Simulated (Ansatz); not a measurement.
The cell is COD entry 9008790, as deposited and not checked against the literature; nothing was relaxed. The listed cell was then made from it by scaling, straining or moving an atom.

An input for CsI: DFT, LDA, all-electron PAW with datasets made for the crystal, scalar-relativistic (Ansatz 0.2.0).

Command: `ansatz run input.yaml --threads 1 --pin off --max-ram 3072MiB --backend cpu --events-out ev --progress --plain --runs-dir out` The run took 7.5 s on 1 thread of Arm Neoverse N1, on a shared host, peak memory 0.46 GiB.

```yaml
crystal:
  lattice:
    - [4.6562658762, 0.0, 0.0]
    - [0.0, 4.6562658762, 0.0]
    - [0.0, 0.0, 4.6562658762]
  atoms:
    - { symbol: Cs, position: [0.0, 0.0, 0.0] }
    - { symbol: I, position: [0.5, 0.5, 0.5] }
kpoints:
  mp_grid: { grid: [7, 7, 7] }
scf:
  occupations: { method: fermi_dirac, width: 0.01 }
hamiltonian:
  xc: lda
  pseudopotentials: { kind: all_electron, datasets: crystal }
output:
  forces: true
  stress: true
  eigenvalues: true
  efg: { contact_densities: true }
```

The results part of the log:

```
SCF 1 converged in 7 iterations: F = -405207.911405 eV  dr2 = 3.80e-8
  Residual-converged pass: ⟨swp⟩=5.3  Hψ=813  notcnv=0  max |occ|·‖R‖ = 5.2e-6 eV (tolerance 5.3e-6 eV)  dr2=3.40e-8  dr2_onsite=1.37e-8  max |Δocc| = 0.0e0
  greatest PAW one-centre occupation: 0.920 electrons in one spin orbital (limit 2), on the Cs atom at site 0 (counted from 0), in its partial waves of l = 0
SCF converged after 7 iterations
Free energy (F): -405207.911405 eV
Harris-Foulkes:  -405207.911405 eV  (|F-HF|=1.02e-8)
Internal energy: -405207.911405 eV  (E = F + TS)
E sigma→0 (E₀):  -405207.911405 eV
Past the cutoff: the bands carry plane waves up to 1.75 times it, of which those up to 1.5 times it add -0.000342 eV an atom, each by itself; the spheres take 0.000058 eV an atom off the energy for waves past 1.75 times it
By the cutoff:   a pressure is off by up to 0.004 GPa (1.2 times the spheres' own share and the shells' term, over an atom's volume, and 0.004 GPa: a bound that held against runs at twice the plane waves)
Past the cutoffs: a stress includes 0.0000 GPa for waves and charges beyond them, in addition to the slope of what the spheres take
In the spheres:  the bands' charges fall short by 4.8e-6 e at most (sound up to 1e-3), those of shells solved beside the bands by 1.8e-7 e (sound up to 5e-4)
Fermi energy:    6.745860 eV
--- Per-component energies (eV) ---
  The terms above E_closure are by the made datasets' own strengths, without shells solved beside the bands.
--- Forces (eV/Å), atoms counted from 1 ---
  atom   1  Cs    -0.00000000    -0.00000000    -0.00000000
  atom   2  I      0.00000000     0.00000000    -0.00000000
  max |Σ_I F_I| component: 2.02e-29 eV/Å
--- Stress (GPa, compression-positive) ---
       -1.843071      -0.000000       0.000000
        0.000000      -1.843071      -0.000000
        0.000000       0.000000      -1.843071
  P = ⅓ Tr σ = -1.8431 GPa (-18.431 kbar)
  It holds what live shells' own plane waves past their cutoff add
--- PAW observables at the nuclei: V_zz in 10²¹ V/m², potentials from the cell's mean, atoms counted from 1 ---
  atom   1  Cs V_zz =    +0.000000   η = 0.0000   by run symmetry: forbidden
            electrostatic potential = -9368.124405 V   contact ρ = 1892897.601493 e/Å³
  atom   2  I  V_zz =    -0.000000   η = 0.0000   by run symmetry: forbidden
            electrostatic potential = -8882.177450 V   contact ρ = 1597416.714000 e/Å³
--- Band table (eV; the first three rows and the last of 20) ---
  k-point 0: bands = ["-15.3984", "-5.6117", "-2.0353", "-2.0353", "-2.0353", "4.9744", "4.9744", "4.9744", "8.4188", "9.1370"]
  k-point 1: bands = ["-15.3948", "-5.6110", "-2.0669", "-2.0254", "-2.0254", "4.6247", "4.9525", "4.9525", "8.8643", "9.2523"]
  k-point 2: bands = ["-15.3866", "-5.6106", "-2.1316", "-2.0029", "-2.0029", "4.0240", "4.9018", "4.9018", "9.5788", "9.8102"]
  k-point 19: bands = ["-15.3470", "-5.3938", "-2.2610", "-2.2539", "-2.2539", "3.9245", "3.9245", "3.9890", "11.2082", "11.6249"]
```
